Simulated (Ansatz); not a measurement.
Theory: DFT PBEsol, scalar-relativistic, plane waves, PAW (Ansatz).

Settings: cutoff 420 eV, Γ-centred mesh 9×9×6 on the computed 3-atom cell, Gaussian smearing of 0.02 eV; no spin polarisation.

```
Sn Se
1.0
     3.68848   -0.09661   -0.12870
    -1.92790    3.33922   -0.00001
    -0.20725   -0.11967    5.66132
Sn Se
1 2
Cartesian
  -0.0242 0.0419 0.0000
  -0.1106 2.1343 1.4271
  1.6881 0.9467 4.1055
```

Question: Is this geometry at equilibrium? Which atom feels the largest force?

Answer: It isn't. Atom 2 (Se) feels (0.36, 0.68, 1.60) eV/Å, 1.779 eV/Å in size, and symmetry-related atoms feel the same size.

Question: Give all forces and the stress.

Answer:
| atom | Fx | Fy | Fz |
| --- | --- | --- | --- |
| Sn1 | 0.411 | -0.711 | 0.000 |
| Se2 | 0.356 | 0.680 | 1.605 |
| Se3 | -0.767 | 0.031 | -1.605 |
Stress (GPa, compression positive):
```
 9.89  0.23  3.62
 0.23  9.62  2.09
 3.62  2.09 13.03
```

The cell holds layers, and where no dispersion correction was added their binding is poorly described. The smearing is narrow for a metal on this mesh.